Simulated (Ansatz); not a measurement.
Set up this calculation in Ansatz 0.2.0, as the native input.

```
Task                : relaxation of cell and atoms
Functional          : LDA
Potentials or basis : all-electron LAPW, scalar-relativistic
Basis error allowed : 0.001 eV/atom
k mesh              : 8 × 8 × 8
Occupations         : fermi-dirac, width 0.05 eV
Spin                : no spin polarisation
```

The system is PbS (Galena).

```
Pb S
1.0
     0.00000    2.96575    2.96575
     2.96575    0.00000    2.96575
     2.96575    2.96575    0.00000
Pb S
1 1
Direct
  0.00000 0.00000 0.00000
  0.50000 0.50000 0.50000
```

The input as run:

input.yaml

```yaml
crystal:
  lattice:
    - [0.0, 2.96575, 2.96575]
    - [2.96575, 0.0, 2.96575]
    - [2.96575, 2.96575, 0.0]
  atoms:
    - { symbol: Pb, position: [0.0, 0.0, 0.0] }
    - { symbol: S, position: [0.5, 0.5, 0.5] }
kpoints:
  mp_grid: { grid: [8, 8, 8] }
scf:
  occupations: { method: fermi_dirac, width: 0.05 }
hamiltonian:
  xc: lda
  pseudopotentials: { kind: all_electron, lapw: { basis_error: 0.001 } }
output:
  forces: true
  stress: true
relax:
  f_tol: 0.02
  max_steps: 60
  cell: {}
```

Potentials or basis: all-electron LAPW, scalar-relativistic.

Launch:

```console
$ ansatz run input.yaml --threads 1 --pin off --max-ram 3072MiB --backend cpu --events-out ev --progress --plain --runs-dir out
```

Results of the run:

```json
{"Relaxed volume": "24.95 Å³/atom", "Relaxed cell": "a = 4.132 Å, b = 4.132 Å, c = 4.132 Å, α = 60.00°, β = 60.00°, γ = 60.00°", "Space group after relaxing (to 0.05 Å)": "Fm-3m (No. 225)", "Energy gained by relaxing": "9.5 meV/atom", "Ionic steps": "5", "Pressure after relaxing": "0.0 GPa"}
```

It took 24 s on 1 thread of Intel(R) Xeon(R) Platinum 8259CL CPU @ 2.50GHz (Skylake/Cascade Lake), with other jobs on the host, peak memory 0.34 GiB.
